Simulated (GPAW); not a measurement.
# CdSe (Cadmoselite) (P6_3mc) in GPAW: a series of runs, part 2 of 2

GPAW 26.7.0.

### 6 Equation of state, vdW-DF-cx

File run.py:

```python
from ase.eos import EquationOfState
from ase.io import Trajectory, read
from ase.units import GPa
from gpaw import GPAW, PW

atoms = read('CdSe.cif')

traj = Trajectory('eos.traj', 'w')
volumes, energies = [], []
for x in [0.94, 0.96, 0.98, 1.0, 1.02, 1.04, 1.06]:
    a = atoms.copy()
    a.set_cell(atoms.cell * x**(1 / 3), scale_atoms=True)
    calc = GPAW(mode=PW(600),
                xc={'name': 'vdW-DF-cx', 'backend': 'libvdwxc'},
                kpts={'size': (5, 5, 3), 'gamma': True},
                occupations={'name': 'fermi-dirac', 'width': 0.05},
                nbands=31,
                convergence={'density': 1e-05, 'energy': 1e-05},
                maxiter=150,
                txt=f'eos-{x:.2f}.txt')
    a.calc = calc
    energies.append(a.get_potential_energy(force_consistent=True))
    volumes.append(a.get_volume())
    calc.write(f'eos-{x:.2f}.gpw')
    traj.write(a)
    print(f'{x:.2f} {volumes[-1]:10.4f} A^3 {energies[-1]:14.6f} eV', flush=True)

v0, e0, B = EquationOfState(volumes, energies, eos='birchmurnaghan').fit()
print(f'V0 = {v0:.4f} A^3, E0 = {e0:.6f} eV, B0 = {B / GPa:.2f} GPa')
```

File CdSe.cif:

```cif
data_CdSe
_cell_length_a 4.30000000
_cell_length_b 4.30000000
_cell_length_c 7.02000000
_cell_angle_alpha 90.00000000
_cell_angle_beta 90.00000000
_cell_angle_gamma 120.00000000
_space_group_name_H-M_alt 'P1'
_space_group_name_Hall 'P 1'
_space_group_IT_number 1
loop_
_space_group_symop_operation_xyz
'x,y,z'
loop_
_atom_site_label
_atom_site_type_symbol
_atom_site_symmetry_multiplicity
_atom_site_Wyckoff_symbol
_atom_site_fract_x
_atom_site_fract_y
_atom_site_fract_z
_atom_site_occupancy
Cd1 Cd 1 a 0.6666666667 0.3333333333 0.5000000000 1
Cd2 Cd 1 a 0.3333333333 0.6666666667 0.0000000000 1
Se1 Se 1 a 0.6666666667 0.3333333333 0.8850000000 1
Se2 Se 1 a 0.3333333333 0.6666666667 0.3850000000 1
```

Potentials or basis: GPAW PAW data sets (gpaw-data 1.2.1), pw.

The run is started by

```sh
OMP_NUM_THREADS=1 python run.py
```

Standard output:

```text
__  _  _
 | _ |_)|_||  |
 |__||  | ||/\| - 26.7.0

Input parameters:
  mode=PW(ecut=600.0),
  convergence={'density': 1e-05, 'energy': 1e-05},
  kpts=MonkhorstPack(size=(5, 5, 3), gamma=True),
  maxiter=150,
  nbands=31,
  occupations=Occupations(name='fermi-dirac', width=0.05),
  xc=XC(name='vdW-DF-cx', backend='libvdwxc')

Diagonalizing LCAO Hamiltonian
Converting LCAO to pw mode

            Se

            Cd
        Se

        Cd

Atoms  # Å, Bohr magnetons
|   | symbol |         x |        y |        z |    initial magnetic moments |
|---|--------|-----------|----------|----------|-----------------------------|
| 0 |     Cd |  2.106110 | 1.215963 | 3.438347 | ( 0.0000,  0.0000,  0.0000) |
| 1 |     Cd | -0.000000 | 2.431927 | 0.000000 | ( 0.0000,  0.0000,  0.0000) |
| 2 |     Se |  2.106110 | 1.215963 | 6.085875 | ( 0.0000,  0.0000,  0.0000) |
| 3 |     Se | -0.000000 | 2.431927 | 2.647527 | ( 0.0000,  0.0000,  0.0000) |

Unit cell  # Å
| periodic |         x |        y |        z |  lengths |     angles |
|----------|-----------|----------|----------|----------|------------|
|      yes |  4.212220 | 0.000000 | 0.000000 | 4.212220 |  90.000000 |
|      yes | -2.106110 | 3.647890 | 0.000000 | 4.212220 |  90.000000 |
|      yes |  0.000000 | 0.000000 | 6.876694 | 6.876694 | 120.000000 |

Number of symmetries: 6
Symmetry operations  # r_c * U_cc + t_c -> r_c
|   | kind |            matrix            |
|---|------|------------------------------|
| 0 |  σ   |  1, 1, 0,  0,-1, 0,  0, 0, 1 |
| 1 |  E   |  1, 0, 0,  0, 1, 0,  0, 0, 1 |
| 2 |  C3  |  0, 1, 0, -1,-1, 0,  0, 0, 1 |
| 3 |  σ   |  0,-1, 0, -1, 0, 0,  0, 0, 1 |
| 4 |  σ   | -1, 0, 0,  1, 1, 0,  0, 0, 1 |
| 5 |  C3  | -1,-1, 0,  1, 0, 0,  0, 0, 1 |

BZ-sampling:
  Number of BZ points: 75
  Number of IBZ points: 12

  Monkhorst-Pack size: [5, 5, 3]
  Monkhorst-Pack shift: [0, 0, 0]

K-points  # in reciprocal-cell coordinates
|     |                                coordinates |     weight |
|-----|--------------------------------------------|------------|
|   0 | (  0.00000000,   0.00000000,   0.00000000) | 0.01333333 |
|   1 | (  0.00000000,   0.00000000,   0.33333333) | 0.02666667 |
|   2 | (  0.20000000,   0.00000000,  -0.33333333) | 0.08000000 |
|   3 | (  0.20000000,   0.00000000,   0.00000000) | 0.08000000 |
|   4 | (  0.20000000,   0.00000000,   0.33333333) | 0.08000000 |
|   5 | (  0.40000000,  -0.20000000,   0.00000000) | 0.08000000 |
|   6 | (  0.40000000,  -0.20000000,   0.33333333) | 0.16000000 |
|   7 | (  0.40000000,   0.00000000,  -0.33333333) | 0.08000000 |
|   8 | (  0.40000000,   0.00000000,   0.00000000) | 0.08000000 |
|   9 | (  0.40000000,   0.00000000,   0.33333333) | 0.08000000 |
| ... |                                            |            |
|  11 | (  0.40000000,   0.40000000,   0.33333333) | 0.16000000 |

Plane wave coefficients: 3574
Cutoff: 600.0 eV

Spin-components: 1 (collinear spins)
Bands:           31
Projectors:      22
Spin-degeneracy: 2
Datatype:        complex128

Parallelization:
  kpt:    1
  domain: 1
  band:   1

Density:
  Valence electrons: 36.0
  Components: 1
  Grid points: [24 24 40]
  Charge: 0.0  # |e|

Potential:
  Grid points: [24 24 40]

species:
  Cd:
    name:    Cadmium
    Z:       48.0
    valence: 12
    core:    36
    charge:  0.0  # [|e|]
    compensation charges:
      type: gauss
      rc: 0.38  # [Å]
      lmax: 2
    cutoffs:
      filter: 2.12  # [Å]
      core: 2.62  # [Å]
    projectors
    | kind |    occ | energy [eV] | rcut [Å] |
    |------|--------|-------------|----------|
    |   5s |  2.000 |      -5.655 |    1.191 |
    |   5p |  0.000 |      -1.186 |    1.228 |
    |   4d | 10.000 |     -11.739 |    1.164 |
    |    s |        |      21.556 |    1.191 |
    |    p |        |      26.026 |    1.228 |
    |    d |        |      15.473 |    1.164 |

    Using partial waves for Cd as LCAO basis

  Se:
    name:    Selenium
    Z:       34.0
    valence: 6
    core:    28
    charge:  0.0  # [|e|]
    compensation charges:
      type: gauss
      rc: 0.27  # [Å]
      lmax: 2
    cutoffs:
      filter: 1.77  # [Å]
      core: 2.67  # [Å]
    projectors
    | kind |    occ | energy [eV] | rcut [Å] |
    |------|--------|-------------|----------|
    |   4s |  2.000 |     -17.277 |    0.847 |
    |   4p |  4.000 |      -6.512 |    1.005 |
    |    s |        |       9.935 |    0.847 |
    |    p |        |      20.699 |    1.005 |
    |    d |        |       0.000 |    0.847 |

    Using partial waves for Se as LCAO basis

Reference energy: -436553.300934  # eV

eigensolver:
  PPCG
  Converge bands: occupied
  niter=2

density mixing:
  MSR1-Mixer
  Pratt-step length: 0.05
  Maximum mixing coefficient: 0.75
  Old densities: 10
  SVD Regularization: 0.005
  Good broyden scale: 1.0
  Trust region scale: 1.0
  Backstep threshold: 4.0
  History deletion threshold: 6.0
  Fourier metric: weight=20.0, sigma=0.015

occupation numbers:
  Fermi-Dirac:
    width: 0.0500  # eV

poisson solver:
  ecut: 4800.0  # eV

xc functional:
  name: vdW-DF-cx with libvdwxc
  Mode: serial
  Semilocal: GGA_X_LV_RPW86+LDA_C_PW with 2 nearest neighbor stencil
  Local blocksize: 48 x 48 x 80
  PAW datasets: PBE

convergence criteria:
- Maximum integral of absolute [dens]ity change: 1e-05 electrons / valence electron
- Maximum [total energy] change in last 3 cyles: 1e-05 eV / valence electron
- Maximum integral of absolute [eigenst]ate change: 4e-08 eV^2 / valence electron
maximum number of iterations: 150

SCF iterations
|iter     | |      energy | eigst |  dens |
|---------|-|-------------|-------|-------|
|iter:   1| |  139.125082 | -0.51 |       |
|iter:   2| |  139.263138 | -2.37 | -1.19 |
|iter:   3| |  139.783523 | -1.51 | -1.23 |
|iter:   4| |  139.786634 | -3.31 | -1.82 |
|iter:   5| |  139.787320 | -3.77 | -2.27 |
|iter:   6| |  139.787261 | -5.17 | -2.92 |
|iter:   7| |  139.787254c| -6.57 | -3.57 |
|iter:   8| |  139.787254c| -7.39 | -4.38 |
|iter:   9| |  139.787254c| -7.69c| -4.69 |
|iter:  10| |  139.787254c| -8.06c| -5.16c|

Converged in 10 steps
Energy contributions relative to reference atoms: (reference = -436553.300934)

Energy contributions:
  Kinetic:          53.784873
  Coulomb:         -47.488331
  Zero:             -0.077157
  External:          0.000000
  Xc:              133.567879
  Entropy:          -0.000019
  Spinorbit:         0.000000
  ----------------------------
  Free energy:     139.787245
  Extrapolated:    139.787254

dipole moment: (0.000001, 0.000012, -17.706431)  # |e|*Ang

Fermi level: 4.633
Eigenvalues  # (at kpt = [0.000, 0.000, 0.000])
| band index |      eig [eV] | occ [0-2] |
|------------|---------------|-----------|
|          0 |        -8.737 |     2.000 |
|        ... |               |           |
|         10 |        -3.439 |     2.000 |
|         11 |        -3.111 |     2.000 |
|         12 |        -0.420 |     2.000 |
|         13 |         3.421 |     2.000 |
|         14 |         3.421 |     2.000 |
|         15 |         4.194 |     2.000 |
[... 8 lines left out ...]
|         24 |        11.231 |     0.000 |
|         25 |        12.056 |     0.000 |
|        ... |               |           |
|         30 |        15.186 |     0.000 |

Gap: 0.756 eV
Transition (v -> c):
  (s=0, k=0, n=17, [0.00, 0.00, 0.00]) -> (s=0, k=0, n=18, [0.00, 0.00, 0.00])
No difference between direct/indirect transitions
# Writing to eos-0.94.gpw (mode='')
```

Wall time 2.7 min (1 thread of Intel Xeon Platinum 8259CL at 2.50GHz (Skylake/Cascade Lake), shared host); peak memory 0.56 GiB.

What came out:

```yaml
Equilibrium_volume: 28.78 Å³/atom
Bulk_modulus_at_fixed_shape_and_positions: 49 GPa
Pressure_derivative_of_the_bulk_modulus: 5.0
```

Energy against volume, from the lowest point:
| volume (Å³/atom) | energy (meV/atom) |
| --- | --- |
| 26.416 | 35.23 |
| 26.978 | 19.62 |
| 27.540 | 8.83 |
| 28.102 | 2.46 |
| 28.665 | 0.00 |
| 29.227 | 0.93 |
| 29.789 | 4.95 |

Caveat: the cell was scaled at fixed shape and fractional positions, which overstates the stiffness of a crystal with free parameters, most of all of layers and chains; the PAW data sets were made with another functional, which shifts forces and pressure a little.

### 7 The runs side by side

| task | level | potentials or basis | spin | k mesh | cutoff (eV) | smearing | response ecut | response k mesh | response bands | kernels | coarser k mesh | gap on the mesh (eV) |
| --- | --- | --- | --- | --- | --- | --- | --- | --- | --- | --- | --- | --- |
| dielectric tensor | PBE | GPAW PAW data sets (gpaw-data 1.2.1), pw | off | 6 × 6 × 3 | 450 | fermi-dirac 0.001 eV | 80 eV | 14 × 14 × 8 | 58 | ["RPA", "LR0.3", "ALDA_X"] | 10 × 10 × 6 | 0.70 |
| equation of state | BEEF-vdW | GPAW PAW data sets (gpaw-data 1.2.1), pw | off | 5 × 5 × 3 | 600 | fermi-dirac 0.05 eV | - | - | - | - | - | - |
| equation of state | PBE | SG15 ONCV 1.2, pw | off | 5 × 5 × 3 | 1100 | fermi-dirac 0.05 eV | - | - | - | - | - | - |
| band structure | SCAN | GPAW PAW data sets (gpaw-data 1.2.1), pw | SOC, no magnetisation | 5 × 5 × 3 | 600 | fermi-dirac 0.05 eV | - | - | - | - | - | 0.95 |
| equation of state | vdW-DF-cx | GPAW PAW data sets (gpaw-data 1.2.1), pw | off | 5 × 5 × 3 | 600 | fermi-dirac 0.05 eV | - | - | - | - | - | - |

Alike in all rows: cell as given.

Caveats: the cell was scaled at fixed shape and fractional positions, which overstates the stiffness of a crystal with free parameters, most of all of layers and chains (some runs); the PAW data sets were made with another functional, which shifts forces and pressure a little (some runs); the minimum lies outside the volumes run (some runs); the dielectric constant isn't converged in the k mesh (some runs); the gap is small at this level, which inflates the dielectric constant (some runs); the long-wavelength limit can be off by several per cent where d states take part (some runs); spin-orbit coupling was added after a scalar SCF, so levels and gaps hold it while energy, forces, pressure and moments don't (some runs).

Total energies depend on the potentials used, so only differences within one code and one set of settings carry meaning.

### 8 Against experiment

Step 2. The gap isn't set beside the deposited one, since this odd mesh misses points on the zone boundary.

Step 5. Against the measured gap of CdSe, 1.841 eV (2 K; a printed reference work, data compilation), the calculated 0.95 eV is off by -0.89 eV. The value is that of SCAN, without temperature or zero-point motion.
